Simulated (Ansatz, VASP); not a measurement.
AlFe in VASP and in Ansatz

```xyz
4
Lattice="2.9100 2.9100 0.0000 2.9100 0.0000 2.9100 2.9100 0.0000 -2.9100" Properties=species:S:1:pos:R:3 pbc="T T T"
Al    0.0000    0.0000    0.0000
Al    2.9100    0.0000    0.0000
Fe    4.3650    1.4550   -1.4550
Fe    4.3650    1.4550    1.4550
```

Alike in both runs: task single point; functional PBE; k mesh 10 × 10 × 10; occupations fermi-dirac, width 0.1 eV; no spin polarisation.

|  | VASP | Ansatz |
| --- | --- | --- |
| version | VASP 6.6.1 | Ansatz 0.2.0 |
| potentials or method | VASP PAW PBE potentials, release 64 (Al, Fe) | PAW with Ansatz's default frozen-core files, scalar-relativistic |
| plane-wave cutoff (eV) | 520 | 420 |
| valence electrons in the cell | 22 | 38 |

```csv
,VASP,Ansatz,Ansatz less VASP
pressure (GPa),-6.6,-6.6,0.00
```

The two sets of potentials don't hold the same shells in valence.

Spin polarisation is off, so any magnetic state and its effect on volume and gap are missing.
